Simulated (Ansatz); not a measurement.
The system is Cu.

```
CELL_PARAMETERS angstrom
0.00000 1.80750 1.80750
1.80750 0.00000 1.80750
1.80750 1.80750 0.00000
ATOMIC_POSITIONS crystal
Cu 0.00000 0.00000 0.00000
```

Base run:

```yaml
Program: Ansatz 0.2.0
Functional: PBE
Potentials_or_basis: Ansatz PAW
Cutoff: "420 eV (not typed: the program's choice for these potentials)"
k_mesh: 13 × 13 × 13
Occupations: fermi-dirac, width 0.05 eV
Spin: no spin polarisation
```

Its results: band gap on the k mesh none (metal or under the smearing width); pressure 1.7 GPa.

The run is repeated on the same cell with these changes: functional from PBE to PBEsol0; k mesh from 13 × 13 × 13 to 7 × 7 × 7. What comes out?

Band gap on the k mesh none (metal or under the smearing width); pressure -4.5 GPa.

Several settings changed at once, so the effect can't be laid on one alone.

Caveats: some runs use coarse meshes; the PAW data sets come from PBE, with cores solved anew for the run's functional, which leaves a small shift of forces and pressure (some runs); the thresholds are loose for stress (some runs).
